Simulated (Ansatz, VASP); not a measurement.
## HfO2 in VASP and in Ansatz

INCAR

```
SYSTEM = HfO2
PREC = Accurate ; ENCUT = 520
EDIFF = 1E-6 ; ISMEAR = 0
SIGMA = 0.011 ; LREAL = .FALSE.
LASPH = .TRUE. ; NELM = 80
ALGO = Normal ; ISIF = 2
LWAVE = .FALSE. ; LCHARG = .FALSE.
GGA = PE
```

Contents of KPOINTS:

```
Automatic mesh
0
G
  5 5 5
  0 0 0
```

Contents of POSCAR:

```
HfO2
1.0
    5.1180000000      0.0000000000      0.0000000000
    0.0000000000      5.1857000000      0.0000000000
   -0.8586630598      0.0000000000      5.2138671406
Hf O
4 8
Direct
    0.2755000000      0.4603000000      0.7080000000
    0.7245000000      0.9603000000      0.7920000000
    0.7245000000      0.5397000000      0.2920000000
    0.2755000000      0.0397000000      0.2080000000
    0.0742000000      0.1684000000      0.8467000000
    0.9258000000      0.6684000000      0.6533000000
    0.9258000000      0.8316000000      0.1533000000
    0.0742000000      0.3316000000      0.3467000000
    0.4487000000      0.7419000000      0.9801000000
    0.5513000000      0.2419000000      0.5199000000
    0.5513000000      0.2581000000      0.0199000000
    0.4487000000      0.7581000000      0.4801000000
```

The input input.yaml:

```yaml
crystal:
  lattice:
    - [5.118, 0.0, 0.0]
    - [0.0, 5.1857, 0.0]
    - [-0.8586630598, 0.0, 5.2138671406]
  atoms:
    - { symbol: Hf, position: [0.2755, 0.4603, 0.708] }
    - { symbol: Hf, position: [0.7245, 0.9603, 0.792] }
    - { symbol: Hf, position: [0.7245, 0.5397, 0.292] }
    - { symbol: Hf, position: [0.2755, 0.0397, 0.208] }
    - { symbol: O, position: [0.0742, 0.1684, 0.8467] }
    - { symbol: O, position: [0.9258, 0.6684, 0.6533] }
    - { symbol: O, position: [0.9258, 0.8316, 0.1533] }
    - { symbol: O, position: [0.0742, 0.3316, 0.3467] }
    - { symbol: O, position: [0.4487, 0.7419, 0.9801] }
    - { symbol: O, position: [0.5513, 0.2419, 0.5199] }
    - { symbol: O, position: [0.5513, 0.2581, 0.0199] }
    - { symbol: O, position: [0.4487, 0.7581, 0.4801] }
hamiltonian:
  xc: pbe
  pseudopotentials: { kind: paw }
kpoints:
  mp_grid: { grid: [5, 5, 5] }
scf:
  occupations: { method: gaussian, width: 0.011 }
output:
  forces: true
  stress: true
  eigenvalues: true
```

Alike in both runs: task single point; functional PBE; k mesh 5 × 5 × 5; occupations gaussian, width 0.011 eV; no spin polarisation.

```csv
,VASP,Ansatz
version,VASP 6.6.1,Ansatz 0.2.0
potentials or method,"VASP PAW PBE potentials, release 64 (Hf_pv, O)",Ansatz PAW
plane-wave cutoff (eV),520,420
valence electrons in the cell,88,152
```

```csv
,VASP,Ansatz,Ansatz less VASP
gap on the k mesh at the Fermi level (eV),4.16,4.21,+0.041
least direct gap on the mesh (eV),4.23,4.27,+0.038
pressure (GPa),2.7,5.9,+3.20
largest component of the traceless stress (GPa),0.68,0.66,-0.016
rms of the force components (eV/Å),0.169,0.186,+0.0176
```

Atom by atom the forces differ by 0.034 eV/Å (rms over components). The two sets of potentials don't hold the same shells in valence.

Caveats: spin-orbit coupling is left out, which moves the levels of the heavy elements; an odd mesh through Γ misses points on the zone boundary, where band edges often lie (VASP); odd divisions of the mesh miss points on the zone boundary, where band edges often lie, so the gap on the mesh can be too wide (Ansatz); the pressure holds a Pulay correction of +0.8 GPa for the finite cutoff (Ansatz). Expect the measured gap to be larger: semilocal functionals such as PBE lack the derivative discontinuity.
